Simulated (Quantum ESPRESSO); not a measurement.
CaO under changes of volume

One of the cells (13.886 Å³/atom); the others are scaled copies at fixed shape and fractional positions:

```
Ca O
1.0
     0.00000    2.40356    2.40356
     2.40356    0.00000    2.40356
     2.40356    2.40356    0.00000
Ca O
1 1
Cartesian
  0.0000 0.0000 0.0000
  2.4036 2.4036 2.4036
```

The cell is a database's computed one.

- Program: Quantum ESPRESSO 7.5
- Functional: rev-vdW-DF2
- Potentials or basis: PseudoDojo 0.4.1 SR PBE standard
- Cutoff: 1143 eV
- Density cutoff: 4572 eV
- k mesh: 10 × 10 × 10
- Occupations: fermi-dirac, width 0.05 eV
- Spin: no spin polarisation

```csv
volume (Å³/atom),energy over the lowest point (meV/atom),pressure (GPa),gap on the mesh (eV)
13.052,?,?,?
13.330,4.78,3.8,3.62
13.608,0.31,1.3,3.63
13.886,0.00,-1.0,3.63
14.163,3.43,-3.0,3.64
14.441,10.22,-4.8,3.64
14.719,20.02,-6.5,3.64
```

What does the run at 13.052 Å³/atom give?

Energy over the lowest point 13.90 meV/atom; pressure 6.7 GPa; gap on the mesh 3.61 eV.

Worked out: A Birch-Murnaghan fit of order 3 (a polynomial in V^(-2/3)) to the other rows has its minimum at 13.77 Å³/atom with B0 = V·E''(V) = 112 GPa and B' = 4.4. It gives 13.91 meV/atom at 13.052 Å³/atom, against the run's 13.90, and -dE/dV = 6.7 GPa, against 6.7. A straight line through the other rows of the gap, of slope 0.203 eV per unit of ln V, extrapolates to 3.62 eV, against the run's 3.61.

Energies are extrapolated to zero smearing.

Caveats: the potentials were made for another functional, which shifts forces and pressure.

A mesh can miss the band edges.
